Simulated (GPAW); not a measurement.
Runs of GPAW 26.7.0 on BN. The structure is cubic, space group F-43m (No. 216). Conventional cell: a = 3.626 Å, b = 3.626 Å, c = 3.626 Å, α = 90.00°, β = 90.00°, γ = 90.00°. Around N (site symmetry -43m) lie 4 B at 1.57 Å. B (site symmetry -43m) is surrounded by 4 N at 1.57 Å. The cell is a database's computed one.

```csv
level,potentials or basis,gap on the mesh (eV)
RPBE,"the program's PAW data sets (release 1.2.1) made for this functional, pw",4.48
PBEsol,"PAW data sets generated in the run's folder for this functional, pw",4.26
AM05,"PAW data sets generated in the run's folder for this functional, pw",4.28
LDA,"the program's PAW data sets (release 1.2.1) made for this functional, pw",(a)
```

Alike in all rows: task dielectric tensor; no spin polarisation; cell as given; k mesh 10 × 10 × 10; cutoff (eV) 600; smearing fermi-dirac 0.001 eV.

Question: Fill in the values left out.

Answer: (a) 4.33.

Caveats: the long-wavelength limit can be off by a per cent or two.

A k mesh can miss the band edges.

Runs at the PBE level aren't shown here.
